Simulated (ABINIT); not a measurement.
# ZnS (F-43m) in ABINIT: notebook, part 2 of 2

ABINIT 10.8.3 (patched build).

## Step 3: Single point, PBEsol

Input file run.abi:

```
# Pseudopotentials
pp_dirpath "./"
pseudos "Zn.upf, S.upf"

# Structure
acell 3.8212050455 3.8212050455 3.8212050455 Angstrom
rprim
     0.0000000000     0.7071067812     0.7071067812
     0.7071067812     0.0000000000     0.7071067812
     0.7071067812     0.7071067812     0.0000000000
ntypat 2
znucl 30 16
natom 2
typat 1 2
xred
     0.7500000000     0.7500000000     0.7500000000
     0.0000000000     0.0000000000     0.0000000000

# Plane-wave basis
ecut 38.0

# k points
kptopt 1
ngkpt 7 7 7
nshiftk 1
shiftk 0.0 0.0 0.0

# Exchange and correlation
ixc -116133

# Bands and occupations
nband 17
occopt 3
tsmear 0.00183747

# SCF cycle
nstep 100
tolvrs 1.0e-10

# Output
iomode 3
prtwf 0
prtden 0
prteig 0
prtebands 0
```

Potentials or basis: PseudoDojo NC SR PBEsol v0.4.1 standard.

Started as:

```console
abinit run.abi > log 2>&1
```

run.abo:

```text
.Version 10.8.3 of ABINIT
 Symmetries : space group F-4 3 m (#216); Bravais cF (face-center cubic)
================================================================================
 Values of the parameters that define the memory need of the present run
     intxc =       0    ionmov =       0      iscf =       7    lmnmax =       6
     lnmax =       6     mgfft =      45  mpssoang =       3    mqgrid =    3001
     natom =       2  nloc_mem =       1    nspden =       1   nspinor =       1
    nsppol =       1      nsym =      24    n1xccc =    2501    ntypat =       2
    occopt =       3   xclevel =       2
       mpw =        3002          nfft =       91125          nkpt =          20
================================================================================
================================================================================

--------------------------------------------------------------------------------
------------- Echo of variables that govern the present computation ------------
--------------------------------------------------------------------------------
 -outvars: echo values of preprocessed input variables --------
            acell      7.2210310069E+00  7.2210310069E+00  7.2210310069E+00 Bohr
              amu      6.53900000E+01  3.20660000E+01
             ecut      3.80000000E+01 Hartree
              ixc     -116133
         kptrlatt        7    0    0      0    7    0      0    0    7
          kptrlen      5.05472170E+01
            natom           2
            nband          17
            ngfft          45      45      45
             nkpt          20
            nstep         100
             nsym          24
           ntypat           2
           occopt           3
           prtden           0
        prtebands           0
           prteig           0
            prtwf           0
            rprim      0.0000000000E+00  7.0710678120E-01  7.0710678120E-01
                       7.0710678120E-01  0.0000000000E+00  7.0710678120E-01
                       7.0710678120E-01  7.0710678120E-01  0.0000000000E+00
          spgroup         216
           tolvrs      1.00000000E-10
           tsmear      1.83747000E-03 Hartree
            typat      1  2
           xangst      4.0530000000E+00  4.0530000000E+00  4.0530000000E+00
                       0.0000000000E+00  0.0000000000E+00  0.0000000000E+00
            xcart      7.6590599884E+00  7.6590599884E+00  7.6590599884E+00
                       0.0000000000E+00  0.0000000000E+00  0.0000000000E+00
             xred      7.5000000000E-01  7.5000000000E-01  7.5000000000E-01
                       0.0000000000E+00  0.0000000000E+00  0.0000000000E+00
            znucl       30.00000   16.00000

================================================================================

 chkinp: Checking input parameters for consistency.

================================================================================
== DATASET  1 ==================================================================

--- !DatasetInfo
iteration_state: {dtset: 1, }
dimensions: {natom: 2, nkpt: 20, mband: 17, nsppol: 1, nspinor: 1, nspden: 1, mpw: 3002, }
cutoff_energies: {ecut:  38.0, pawecutdg:  -1.0, }
electrons: {nelect:   2.60000000E+01, charge:   0.00000000E+00, occopt:   3.00000000E+00, tsmear:   1.83747000E-03, }
meta: {optdriver: 0, ionmov: 0, optcell: 0, iscf: 7, paral_kgb: 0, }
...

 Real(R)+Recip(G) space primitive vectors, cartesian coordinates (Bohr,Bohr^-1):
 R(1)=  0.0000000  5.1060400  5.1060400  G(1)= -0.0979232  0.0979232  0.0979232
[... 48 lines left out ...]
  sigma(3 3)=  8.28119667E-05  sigma(2 1)=  0.00000000E+00

--- !ResultsGS
iteration_state: {dtset: 1, }
comment   : Summary of ground state results
lattice_vectors:
- [  0.0000000,   5.1060400,   5.1060400, ]
- [  5.1060400,   0.0000000,   5.1060400, ]
- [  5.1060400,   5.1060400,   0.0000000, ]
lattice_lengths: [   7.22103,    7.22103,    7.22103, ]
lattice_angles: [ 60.000,  60.000,  60.000, ] # degrees, (23, 13, 12)
lattice_volume:   2.6624572E+02
convergence: {deltae: -1.961E-12, res2:  5.895E-11, residm:  8.923E-05, diffor: null, }
etotal    :  -2.19993309E+02
entropy   :   0.00000000E+00
fermie    :   1.69700805E-01
cartesian_stress_tensor: # hartree/bohr^3
- [  8.28119667E-05,   0.00000000E+00,   0.00000000E+00, ]
- [  0.00000000E+00,   8.28119667E-05,   0.00000000E+00, ]
- [  0.00000000E+00,   0.00000000E+00,   8.28119667E-05, ]
pressure_GPa:  -2.4364E+00
xred      :
- [  7.5000E-01,   7.5000E-01,   7.5000E-01, Zn]
- [  0.0000E+00,   0.0000E+00,   0.0000E+00,  S]
cartesian_forces: # hartree/bohr
- [  5.35584878E-29,   5.35584878E-29,  -1.60675463E-28, ]
- [ -5.35584878E-29,  -5.35584878E-29,   1.60675463E-28, ]
force_length_stats: {min:   1.77633408E-28, max:   1.77633408E-28, mean:   1.77633408E-28, }
...

 Integrated electronic density in atomic spheres:
 ------------------------------------------------
 Atom  Sphere_radius  Integrated_density
    1        2.00000         18.11605615
    2        2.00000          3.92694032
================================================================================

 ----iterations are completed or convergence reached----

 Mean square residual over all n,k,spin=   26.267E-08; max=  89.226E-06
 reduced coordinates (array xred) for    2 atoms
       0.750000000000      0.750000000000      0.750000000000
       0.000000000000      0.000000000000      0.000000000000
 rms dE/dt=  7.6169E-28; max dE/dt=  1.0771E-27; dE/dt below (all hartree)
    1       0.000000000000      0.000000000000     -0.000000000000
    2      -0.000000000000     -0.000000000000      0.000000000000

 cartesian coordinates (angstrom) at end:
    1      4.05300000004306     4.05300000004306     4.05300000004306
    2      0.00000000000000     0.00000000000000     0.00000000000000

 cartesian forces (hartree/bohr) at end:
    1      0.00000000000000     0.00000000000000    -0.00000000000000
    2     -0.00000000000000    -0.00000000000000     0.00000000000000
 frms,max,avg= 1.0255670E-28 1.6067546E-28   0.000E+00  0.000E+00  0.000E+00 h/b

 cartesian forces (eV/Angstrom) at end:
    1      0.00000000000000     0.00000000000000    -0.00000000000000
    2     -0.00000000000000    -0.00000000000000     0.00000000000000
 frms,max,avg= 5.2736773E-27 8.2622645E-27   0.000E+00  0.000E+00  0.000E+00 e/A
 length scales=  7.221031006932  7.221031006932  7.221031006932 bohr
              =  3.821205045500  3.821205045500  3.821205045500 angstroms
 Fermi (or HOMO) energy (hartree) =   0.16970   Average Vxc (hartree)=  -0.37110
 Eigenvalues (hartree) for nkpt=  20  k points:
 kpt#   1, nband= 17, wtk=  0.00292, kpt=  0.0000  0.0000  0.0000 (reduced coord)
  -4.44669   -2.76786   -2.76786   -2.76786   -0.35097   -0.10176   -0.10176   -0.10176
  -0.08348   -0.08348    0.13228    0.13228    0.13228    0.20487    0.36310    0.36310
   0.36310
      occupation numbers for kpt#   1
   2.00000    2.00000    2.00000    2.00000    2.00000    2.00000    2.00000    2.00000
   2.00000    2.00000    2.00000    2.00000    2.00000    0.00000    0.00000    0.00000
   0.00000
 prteigrs : prtvol=0 or 1, do not print more k-points.

--- !EnergyTerms
iteration_state     : {dtset: 1, }
comment             : Components of total free energy in Hartree
kinetic             :  9.61918270720839E+01
hartree             :  9.21696281127218E+01
xc                  : -2.54081604808910E+01
Ewald energy        : -1.07297656326798E+02
psp_core            :  3.44639497717697E+00
local_psp           : -2.32594304098326E+02
non_local_psp       : -4.65010382216685E+01
internal            : -2.19993308965701E+02
'-kT*entropy'       : -2.18942158037054E-12
total_energy        : -2.19993308965703E+02
total_energy_eV     : -5.98632290179718E+03
band_energy         : -2.67793577535546E+01
...

 Cartesian components of stress tensor (hartree/bohr^3)
  sigma(1 1)=  8.28119667E-05  sigma(3 2)=  0.00000000E+00
  sigma(2 2)=  8.28119667E-05  sigma(3 1)=  0.00000000E+00
  sigma(3 3)=  8.28119667E-05  sigma(2 1)=  0.00000000E+00

-Cartesian components of stress tensor (GPa)         [Pressure= -2.4364E+00 GPa]
- sigma(1 1)=  2.43641218E+00  sigma(3 2)=  0.00000000E+00
- sigma(2 2)=  2.43641218E+00  sigma(3 1)=  0.00000000E+00
- sigma(3 3)=  2.43641218E+00  sigma(2 1)=  0.00000000E+00

== END DATASET(S) ==============================================================
================================================================================

 -outvars: echo values of variables after computation  --------
            acell      7.2210310069E+00  7.2210310069E+00  7.2210310069E+00 Bohr
           etotal     -2.1999330897E+02
            fcart      5.3558487770E-29  5.3558487770E-29 -1.6067546331E-28
                      -5.3558487770E-29 -5.3558487770E-29  1.6067546331E-28
            rprim      0.0000000000E+00  7.0710678120E-01  7.0710678120E-01
                       7.0710678120E-01  0.0000000000E+00  7.0710678120E-01
                       7.0710678120E-01  7.0710678120E-01  0.0000000000E+00
           strten      8.2811966689E-05  8.2811966689E-05  8.2811966689E-05
                       0.0000000000E+00  0.0000000000E+00  0.0000000000E+00
           xangst      4.0530000000E+00  4.0530000000E+00  4.0530000000E+00
                       0.0000000000E+00  0.0000000000E+00  0.0000000000E+00
             xred      7.5000000000E-01  7.5000000000E-01  7.5000000000E-01
                       0.0000000000E+00  0.0000000000E+00  0.0000000000E+00
 Calculation completed.
```

Wall time 51 s (1 thread of Arm Neoverse V1, shared host); peak memory 0.09 GiB.

What came out:

- Free energy: -5986.3229 eV
- Pressure: -2.4 GPa
- Band gap on the k mesh: 1.98 eV, direct
- Valence electrons inside the program's atomic spheres: Zn 18.12; S 3.93

Levels at points of the mesh, in eV from the valence-band top:
| k point | band 9 | band 10 | band 11 | band 12 | band 13 | band 14 | band 15 | band 16 | band 17 |
| --- | --- | --- | --- | --- | --- | --- | --- | --- | --- |
| (0.00, 0.00, 0.00) | -5.87 | -5.87 | 0.00 | 0.00 | 0.00 | 1.98 | 6.28 | 6.28 | 6.28 |

## Step 4: Single point, PBEsol

Input file run.abi:

```
# Pseudopotentials
pp_dirpath "./"
pseudos "Zn.upf, S.upf"

# Structure
acell 3*1.0 Angstrom
rprim
     0.0000000000     2.7020000000     2.7020000000
     2.7020000000     0.0000000000     2.7020000000
     2.7020000000     2.7020000000     0.0000000000
ntypat 2
znucl 30 16
natom 2
typat 1 2
xred
     0.7500000000     0.7500000000     0.7500000000
     0.0000000000     0.0000000000     0.0000000000

# Plane-wave basis
ecut 1034.032677 eV

# k points
kptopt 1
ngkpt 7 7 7
nshiftk 1
shiftk 0.0 0.0 0.0

# Exchange and correlation
ixc -116133

# Bands and occupations
nband 17
occopt 3
tsmear 0.05 eV

# SCF cycle
nstep 100
tolvrs 1.0e-10

# Output
iomode 3
prtwf 0
prtden 0
prteig 0
prtebands 0
```

Potentials or basis: PseudoDojo NC SR PBEsol v0.4 stringent.

Started as:

```console
abinit run.abi > log 2>&1
```

Wall time 34 s (1 thread of Intel Xeon 6975P-C (Granite Rapids), shared host); peak memory 0.09 GiB.

It converged, with:

| Item | Value |
| --- | --- |
| Free energy | -5986.3229 eV |
| Pressure | -2.4 GPa |
| Band gap on the k mesh | 1.98 eV, direct |
| Valence electrons inside the program's atomic spheres | Zn 18.12; S 3.93 |

Levels at points of the mesh, in eV from the valence-band top:
```
           k point  band 11  band 12  band 13  band 14  band 15  band 16
(0.00, 0.00, 0.00)     0.00     0.00     0.00     1.98     6.28     6.28
```

## Step 5: Single point, LDA

Input file run.abi:

```
# Pseudopotentials
pp_dirpath "./"
pseudos "Zn.upf, S.upf"

# Structure
acell 3.8212050455 3.8212050455 3.8212050455 Angstrom
rprim
     0.0000000000     0.7071067812     0.7071067812
     0.7071067812     0.0000000000     0.7071067812
     0.7071067812     0.7071067812     0.0000000000
ntypat 2
znucl 30 16
natom 2
typat 1 2
xred
     0.7500000000     0.7500000000     0.7500000000
     0.0000000000     0.0000000000     0.0000000000

# Plane-wave basis
ecut 816.341587 eV

# k points
kptopt 1
ngkpt 7 7 7
nshiftk 1
shiftk 0.0 0.0 0.0

# Exchange and correlation
ixc 7

# Bands and occupations
nband 17
occopt 3
tsmear 0.05 eV

# SCF cycle
nstep 100
tolvrs 1.0e-10

# Output
iomode 3
prtwf 0
prtden 0
prteig 0
prtebands 0
```

Potentials or basis: PseudoDojo NC SR LDA v0.4.1 standard.

Started as:

```console
abinit run.abi > log 2>&1
```

run.abo:

```text
.Version 10.8.3 of ABINIT
 Symmetries : space group F-4 3 m (#216); Bravais cF (face-center cubic)
================================================================================
 Values of the parameters that define the memory need of the present run
     intxc =       0    ionmov =       0      iscf =       7    lmnmax =       6
     lnmax =       6     mgfft =      36  mpssoang =       3    mqgrid =    3001
     natom =       2  nloc_mem =       1    nspden =       1   nspinor =       1
    nsppol =       1      nsym =      24    n1xccc =    2501    ntypat =       2
    occopt =       3   xclevel =       1
       mpw =        2106          nfft =       46656          nkpt =          20
================================================================================
================================================================================

--------------------------------------------------------------------------------
------------- Echo of variables that govern the present computation ------------
--------------------------------------------------------------------------------
 -outvars: echo values of preprocessed input variables --------
            acell      7.2210310069E+00  7.2210310069E+00  7.2210310069E+00 Bohr
              amu      6.53900000E+01  3.20660000E+01
             ecut      3.00000000E+01 Hartree
              ixc           7
         kptrlatt        7    0    0      0    7    0      0    0    7
          kptrlen      5.05472170E+01
            natom           2
            nband          17
            ngfft          36      36      36
             nkpt          20
[... 167 lines left out ...]
comment             : Components of total free energy in Hartree
kinetic             :  9.59294000919078E+01
hartree             :  9.19582039861121E+01
xc                  : -2.53018110393516E+01
Ewald energy        : -1.07297656326798E+02
psp_core            :  3.45469025736251E+00
local_psp           : -2.32257369066679E+02
non_local_psp       : -4.64909472890608E+01
internal            : -2.20005489386507E+02
'-kT*entropy'       : -7.11462939090223E-12
total_energy        : -2.20005489386514E+02
total_energy_eV     : -5.98665434793250E+03
band_energy         : -2.70418059460101E+01
...

 Cartesian components of stress tensor (hartree/bohr^3)
  sigma(1 1)=  1.43272240E-03  sigma(3 2)=  0.00000000E+00
  sigma(2 2)=  1.43272240E-03  sigma(3 1)=  0.00000000E+00
  sigma(3 3)=  1.43272240E-03  sigma(2 1)=  0.00000000E+00

-Cartesian components of stress tensor (GPa)         [Pressure= -4.2152E+01 GPa]
- sigma(1 1)=  4.21521482E+01  sigma(3 2)=  0.00000000E+00
- sigma(2 2)=  4.21521482E+01  sigma(3 1)=  0.00000000E+00
- sigma(3 3)=  4.21521482E+01  sigma(2 1)=  0.00000000E+00

== END DATASET(S) ==============================================================
================================================================================

 -outvars: echo values of variables after computation  --------
            acell      7.2210310069E+00  7.2210310069E+00  7.2210310069E+00 Bohr
           etotal     -2.2000548939E+02
            fcart     -0.0000000000E+00 -0.0000000000E+00 -0.0000000000E+00
                      -0.0000000000E+00 -0.0000000000E+00 -0.0000000000E+00
            rprim      0.0000000000E+00  7.0710678120E-01  7.0710678120E-01
                       7.0710678120E-01  0.0000000000E+00  7.0710678120E-01
                       7.0710678120E-01  7.0710678120E-01  0.0000000000E+00
           strten      1.4327223979E-03  1.4327223979E-03  1.4327223979E-03
                       0.0000000000E+00  0.0000000000E+00  0.0000000000E+00
           xangst      4.0530000000E+00  4.0530000000E+00  4.0530000000E+00
                       0.0000000000E+00  0.0000000000E+00  0.0000000000E+00
             xred      7.5000000000E-01  7.5000000000E-01  7.5000000000E-01
                       0.0000000000E+00  0.0000000000E+00  0.0000000000E+00
 Calculation completed.
```

Wall time 42 s (1 thread of Arm Neoverse N1, shared host); peak memory 0.07 GiB.

Results:

```
Free energy                                           : -5986.6543 eV
Band gap on the k mesh                                : 1.85 eV, direct
Valence electrons inside the program's atomic spheres : Zn 18.15; S 3.93
```

Levels at points of the mesh, in eV from the valence-band top:
```csv
k point,band 11,band 12,band 13,band 14,band 15,band 16
"(0.00, 0.00, 0.00)",0.00,0.00,0.00,1.85,6.23,6.23
```

Caveat: the cutoff is too short for stress, so the log's stress isn't used.

## Step 6: Overview

| level | potentials or basis | cutoff (eV) | gap on the mesh (eV) | pressure (GPa) |
| --- | --- | --- | --- | --- |
| LDA | PseudoDojo NC SR LDA v0.4.1 standard | 816 | 1.85 | - |
| PBEsol | PseudoDojo NC SR PBEsol v0.4.1 standard | 1034 | 1.98 | -2.4 |
| PBEsol | PseudoDojo NC SR PBEsol v0.4 stringent | 1034 | 1.98 | -2.4 |

Alike in all rows: task single point; no spin polarisation; cell as given; k mesh 7 × 7 × 7; smearing fermi-dirac 0.05 eV.

Total energies depend on the potentials used, so only differences within one code and one set of settings carry meaning.

## Step 7: Against experiment

Step 2. Against the measured gap of ZnS, 3.85 eV (direct; 19 K; quoted in “Electronic, vibrational, and thermodynamic properties of ZnS (zincblende and rocksalt structure)”, 2009, arxiv:0911.5022), the calculated 1.85 eV is off by -2.00 eV. So large a miss can be the level of theory's own, or it may mean another phase, state or a wrong row. The value is that of LDA, without temperature or zero-point motion. Semilocal functionals fall short of measured gaps as a rule.

Step 3. A measured gap of ZnS is 3.85 eV (direct; 19 K; quoted in “Electronic, vibrational, and thermodynamic properties of ZnS (zincblende and rocksalt structure)”, 2009, arxiv:0911.5022); the calculated 1.98 eV misses it by -1.87 eV. The value is that of PBEsol, without temperature or zero-point motion. Semilocal functionals fall short of measured gaps as a rule.

Step 4. Measured gap of ZnS: 3.85 eV (direct; 19 K; quoted in “Electronic, vibrational, and thermodynamic properties of ZnS (zincblende and rocksalt structure)”, 2009, arxiv:0911.5022). This calculation gives 1.98 eV (-1.87 eV). The value is that of PBEsol, without temperature or zero-point motion. Semilocal functionals fall short of measured gaps as a rule.

Step 5. A measured gap of ZnS is 3.85 eV (direct; 19 K; quoted in “Electronic, vibrational, and thermodynamic properties of ZnS (zincblende and rocksalt structure)”, 2009, arxiv:0911.5022); the calculated 1.85 eV misses it by -2.00 eV. So large a miss can be the level of theory's own, or it may mean another phase, state or a wrong row. The value is that of LDA, without temperature or zero-point motion. Semilocal functionals fall short of measured gaps as a rule.
